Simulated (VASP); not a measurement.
## Input and output of a VASP PBE single-point calculation on KI (rocksalt)

INCAR

```
SIGMA = 0.02
LCHARG = .FALSE.
IBRION = -1
LREAL = .FALSE.
ISIF = 2
ISMEAR = -1
LASPH = .TRUE.
EDIFF = 1E-7
LWAVE = .FALSE.
NBANDS = 15
NSW = 0
GGA = PE
PREC = Accurate
NELM = 120
ENCUT = 520
```

KPOINTS

```
KPOINTS created by Atomic Simulation Environment
0
Gamma
6 6 6
0 0 0
```

KPOINTS_OPT

```
special points
6
Reciprocal
0.0000000000 0.0000000000 0.0000000000 1
0.5000000000 0.0000000000 0.5000000000 1
0.6250000000 0.2500000000 0.6250000000 1
0.3750000000 0.3750000000 0.7500000000 1
0.5000000000 0.5000000000 0.5000000000 1
0.5000000000 0.2500000000 0.7500000000 1
```

POSCAR

```
K  I
 1.0000000000000000
    -0.0000000000000000    3.5442852435562142    3.5442852435562142
     3.5442852435562142   -0.0000000000000000    3.5442852435562142
     3.5442852435562142    3.5442852435562142    0.0000000000000000
 K   I
   1   1
Cartesian
 -0.0000000000000000  0.0000000000000000  0.0000000000000000
  3.5442852435562138  3.5442852435562138  3.5442852435562138
```

VASP ran with the recommended PBE PAW datasets (16 valence electrons in the cell).

Command

```
mpirun -np 1 vasp_std
```

From OUTCAR

```
k-points           NKPTS =     16   k-points in BZ     NKDIM =     16   number of bands    NBANDS=     15

   NELECT =      16.0000    total number of electrons

   dimension x,y,z NGX =    40 NGY =   40 NGZ =   40
   dimension x,y,z NGXF=    80 NGYF=   80 NGZF=   80

  energy-cutoff  :      520.00
  volume of cell :       89.05
      direct lattice vectors                 reciprocal lattice vectors
     0.000000000  3.544285244  3.544285244    -0.141072167  0.141072167  0.141072167
     3.544285244  0.000000000  3.544285244     0.141072167 -0.141072167  0.141072167
     3.544285244  3.544285244  0.000000000     0.141072167  0.141072167 -0.141072167

 k-points in reciprocal lattice and weights: KPOINTS created by Atomic Simulation Env
   0.00000000  0.00000000  0.00000000       0.005
   0.16666667  0.00000000  0.00000000       0.037
   0.33333333  0.00000000  0.00000000       0.037
   0.50000000  0.00000000  0.00000000       0.019
   0.16666667  0.16666667  0.00000000       0.028
   0.33333333  0.16666667  0.00000000       0.111
   0.50000000  0.16666667  0.00000000       0.111
  -0.33333333  0.16666667  0.00000000       0.111
   ...

 E-fermi :  -0.0419

 k-point     1 :       0.0000    0.0000    0.0000
  band No.  band energies     occupation
      1     -28.9849      2.00000
      2     -12.4713      2.00000
      3     -12.4713      2.00000
      4     -12.4713      2.00000
      5     -10.9532      2.00000
      6      -0.4657      2.00000
      7      -0.4657      2.00000
      8      -0.4657      2.00000
      9       3.4746      0.00000
     10       6.0347      0.00000
     11       6.0347      0.00000
     12       6.0347      0.00000
     13       6.7454      0.00000
     14       6.7454      0.00000
     15       9.3123      0.00000

 k-point     2 :       0.1667    0.0000    0.0000
  band No.  band energies     occupation
      1     -28.9844      2.00000
      2     -12.5094      2.00000
      3     -12.4719      2.00000
      4     -12.4719      2.00000
      5     -10.8842      2.00000
      6      -0.8763      2.00000
      7      -0.5538      2.00000
      8      -0.5538      2.00000
      9       4.0927      0.00000
     10       5.9527      0.00000
     11       6.3228      0.00000
     12       6.3228      0.00000
     13       7.0572      0.00000
     14       7.0572      0.00000
     15      10.1716      0.00000

 k-point     3 :       0.3333    0.0000    0.0000
  band No.  band energies     occupation
      1     -28.9835      2.00000
      2     -12.5781      2.00000
      3     -12.4731      2.00000
      4     -12.4731      2.00000
      5     -10.7522      2.00000
      6      -1.5031      2.00000
      7      -0.7172      2.00000
      8      -0.7172      2.00000
      9       4.8673      0.00000
     10       6.5305      0.00000
     11       7.0199      0.00000
     12       7.0199      0.00000
     13       7.8825      0.00000
     14       7.8825      0.00000
     15       9.1746      0.00000

 k-point     4 :       0.5000    0.0000    0.0000
  band No.  band energies     occupation
      1     -28.9830      2.00000
      2     -12.6093      2.00000
      3     -12.4736      2.00000
      4     -12.4736      2.00000
      5     -10.6883      2.00000
      6      -1.7631      2.00000
      7      -0.7936      2.00000
      8      -0.7936      2.00000
      9       5.0471      0.00000
     10       7.2162      0.00000
     11       7.6581      0.00000
     12       7.6581      0.00000
     13       8.2217      0.00000
     14       8.2217      0.00000
     15       8.8004      0.00000

 k-point     5 :       0.1667    0.1667    0.0000
  band No.  band energies     occupation
      1     -28.9843      2.00000
      2     -12.5071      2.00000
      3     -12.4756      2.00000
      4     -12.4756      2.00000
      5     -10.8753      2.00000
      6      -0.9477      2.00000
      7      -0.5730      2.00000
      8      -0.5730      2.00000
      9       4.2325      0.00000
     10       5.4680      0.00000
     11       6.6790      0.00000
     12       6.6790      0.00000
     13       6.9267      0.00000
     14       7.3042      0.00000
     15      10.3989      0.00000

 k-point     6 :       0.3333    0.1667    0.0000
  band No.  band energies     occupation
      1     -28.9835      2.00000
      2     -12.5481      2.00000
      3     -12.4784      2.00000
      4     -12.4774      2.00000
      5     -10.7914      2.00000
      6      -1.3439      2.00000
      7      -0.7482      2.00000
      8      -0.6998      2.00000
      9       4.9644      0.00000
     10       5.5026      0.00000
     11       7.1782      0.00000
     12       7.2061      0.00000
     13       7.6768      0.00000
     14       7.7757      0.00000
     15       9.5256      0.00000

 k-point     7 :       0.5000    0.1667    0.0000
  band No.  band energies     occupation
      1     -28.9828      2.00000
      2     -12.5828      2.00000
      3     -12.4817      2.00000
      4     -12.4774      2.00000
      5     -10.7184      2.00000
      6      -1.6124      2.00000
      7      -0.9189      2.00000
      8      -0.8023      2.00000
      9       5.2913      0.00000
     10       6.5535      0.00000
     11       7.0784      0.00000
     12       7.7549      0.00000
     13       8.0647      0.00000
     14       8.3981      0.00000
     15       9.4419      0.00000

 k-point     8 :      -0.3333    0.1667    0.0000
  band No.  band energies     occupation
      1     -28.9830      2.00000
      2     -12.5791      2.00000
      3     -12.4849      2.00000
      4     -12.4737      2.00000
      5     -10.7266      2.00000
      6      -1.5615      2.00000
      7      -0.9010      2.00000
      8      -0.7865      2.00000
      9       5.3758      0.00000
     10       6.4694      0.00000
     11       6.9111      0.00000
     12       7.3251      0.00000
     13       8.1182      0.00000
     14       8.4082      0.00000
     15       9.2450      0.00000

 k-point     9 :      -0.1667    0.1667    0.0000
  band No.  band energies     occupation
      1     -28.9838      2.00000
      2     -12.5433      2.00000
      3     -12.4805      2.00000
      4     -12.4709      2.00000
      5     -10.8086      2.00000
      6      -1.2301      2.00000
      7      -0.7061      2.00000
      8      -0.6650      2.00000
      9       4.8118      0.00000
     10       5.7910      0.00000
     11       6.5874      0.00000
     12       6.8751      0.00000
     13       7.5680      0.00000
     14       7.6777      0.00000
     15       9.5022      0.00000

 k-point    10 :       0.3333    0.3333    0.0000
  band No.  band energies     occupation
      1     -28.9830      2.00000
      2     -12.5275      2.00000
      3     -12.4844      2.00000
      4     -12.4844      2.00000
      5     -10.8062      2.00000
      6      -1.3931      2.00000
      7      -0.7516      2.00000
      8      -0.7516      2.00000
      9       4.7523      0.00000
     10       5.2054      0.00000
     11       7.3557      0.00000
     12       7.5413      0.00000
     13       8.2946      0.00000
     14       8.2946      0.00000
     15       9.4091      0.00000

 k-point    11 :       0.5000    0.3333    0.0000
  band No.  band energies     occupation
      1     -28.9825      2.00000
      2     -12.5296      2.00000
      3     -12.4953      2.00000
      4     -12.4851      2.00000
      5     -10.7810      2.00000
      6      -1.4163      2.00000
      7      -0.9764      2.00000
      8      -0.8189      2.00000
      9       4.8762      0.00000
     10       5.7325      0.00000
     11       7.2411      0.00000
     12       7.7151      0.00000
     13       8.4073      0.00000
     14       8.8286      0.00000
     15       9.3112      0.00000

 k-point    12 :      -0.3333    0.3333    0.0000
  band No.  band energies     occupation
      1     -28.9825      2.00000
      2     -12.5493      2.00000
      3     -12.5021      2.00000
      4     -12.4797      2.00000
      5     -10.7407      2.00000
      6      -1.3643      2.00000
      7      -1.2065      2.00000
      8      -0.8363      2.00000
      9       5.5147      0.00000
     10       6.4996      0.00000
     11       6.6986      0.00000
     12       7.7179      0.00000
     13       8.0692      0.00000
     14       8.2950      0.00000
     15       9.6045      0.00000

 k-point    13 :       0.5000    0.5000    0.0000
  band No.  band energies     occupation
      1     -28.9824      2.00000
      2     -12.5146      2.00000
      3     -12.4888      2.00000
      4     -12.4888      2.00000
      5     -10.8138      2.00000
      6      -1.4479      2.00000
      7      -0.8267      2.00000
      8      -0.8267      2.00000
      9       4.4848      0.00000
     10       5.2774      0.00000
     11       7.6200      0.00000
     12       8.2170      0.00000
     13       8.2935      0.00000
     14       9.1256      0.00000
     15       9.1256      0.00000

 ...

  Total        0.2682993      0.2682993      0.2682993     -0.0000000      0.0000000      0.0000000
  in kB        4.8274088      4.8274088      4.8274088     -0.0000000      0.0000000      0.0000000
  external PRESSURE =       4.8274088 kB  Pullay stress =       0.0000000 kB

 POSITION                                       TOTAL-FORCE (eV/Angst)
 -----------------------------------------------------------------------------------
      0.00000      0.00000      0.00000         0.000000      0.000000      0.000000
      3.54429      3.54429      3.54429         0.000000      0.000000      0.000000
 -----------------------------------------------------------------------------------
    total drift:                                0.000000     -0.000000     -0.000000

  FREE ENERGIE OF THE ION-ELECTRON SYSTEM (eV)
  ---------------------------------------------------
  free  energy   TOTEN  =        -5.5594201826 eV

  energy  without entropy=       -5.5594201826  energy(sigma->0) =       -5.55942018
```

```
gap between bands v and c : 3.94 eV
least direct gap          : 3.94 eV
pressure                  : 0.5 GPa
```

Band v is the last that the valence electrons fill when counted band by band, and c is the next.

The run took about 41 s on one core of a shared host (Intel Xeon Platinum 8488C) and held 0.26 GiB at most.
